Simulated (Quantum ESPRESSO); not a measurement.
Crystal: N.

```xyz
8
Lattice="5.5605 0.0000 0.0000 0.0000 5.5605 0.0000 0.0000 0.0000 5.5605" Properties=species:S:1:pos:R:3 pbc="T T T"
N     0.3192    2.4611    3.0994
N     2.4611    3.0994    0.3192
N     3.0994    0.3192    2.4611
N     5.2414    5.2414    5.2414
N     5.2414    3.0994    2.4611
N     3.0994    2.4611    5.2414
N     2.4611    5.2414    3.0994
N     0.3192    0.3192    0.3192
```

Base run:

* Program: Quantum ESPRESSO 7.5
* Functional: PBEsol
* Potentials or basis: GBRV 1.5 PBEsol
* Cutoff: 612 eV
* Density cutoff: 4898 eV
* k mesh: 5 × 5 × 5
* Occupations: fermi-dirac, width 0.05 eV
* Spin: no spin polarisation

Its results: band gap on the k mesh 7.18 eV, indirect (least direct gap 7.21 eV); pressure 0.6 GPa; largest force 0.080 eV/Å.

**Question.** The run is repeated on the same cell with these changes: functional from PBEsol to r2SCAN; potentials or basis from GBRV 1.5 PBEsol to SG15 PBE 1.2; cutoff from 612 eV to 1197 eV; density cutoff from 4898 eV to 4789 eV. What comes out?

**Answer.** Band gap on the k mesh 7.98 eV, indirect (least direct gap 8.01 eV); pressure -2.2 GPa; largest force 1.757 eV/Å.

Caveats: the potentials were made for another functional, which shifts forces and pressure (some runs).

Not every run made on this cell is shown here.
